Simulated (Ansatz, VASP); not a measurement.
# Rb4Br3: VASP beside Ansatz

```xyz
7
Lattice="8.2118 0.0000 0.0000 0.0000 8.2118 0.0000 0.0000 0.0000 8.2118" Properties=species:S:1:pos:R:3 pbc="T T T"
Rb    4.1059    0.0000    0.0000
Rb    0.0000    4.1059    0.0000
Rb    0.0000    0.0000    4.1059
Rb    0.0000    0.0000    0.0000
Br    0.0000    4.1059    4.1059
Br    4.1059    0.0000    4.1059
Br    4.1059    4.1059    0.0000
```

Alike in both runs: task single point; functional PBE; k mesh 2 × 2 × 2; occupations gaussian, width 0.1 eV; no spin polarisation.

|  | VASP | Ansatz |
| --- | --- | --- |
| version | VASP 6.6.1 | Ansatz 0.2.0 |
| potentials or method | VASP PAW PBE potentials, release 64 (Rb_sv, Br) | scalar-relativistic, plane waves, PAW |
| plane-wave cutoff (eV) | 520 | 420 |
| valence electrons in the cell | 57 | 57 |

|  | VASP | Ansatz | Ansatz less VASP |
| --- | --- | --- | --- |
| gap on the k mesh at the Fermi level (eV) | none | none | - |
| pressure (GPa) | -1.0 | -1.0 | 0.00 |

A gap of «none» marks a metal or a gap that the smearing closes.

Caveats: the k mesh is coarse (spacing up to 0.38 Å⁻¹), so the values aren't converged; an odd number of electrons without spin polarisation forces a metal; a magnetic or distorted state may lie lower.
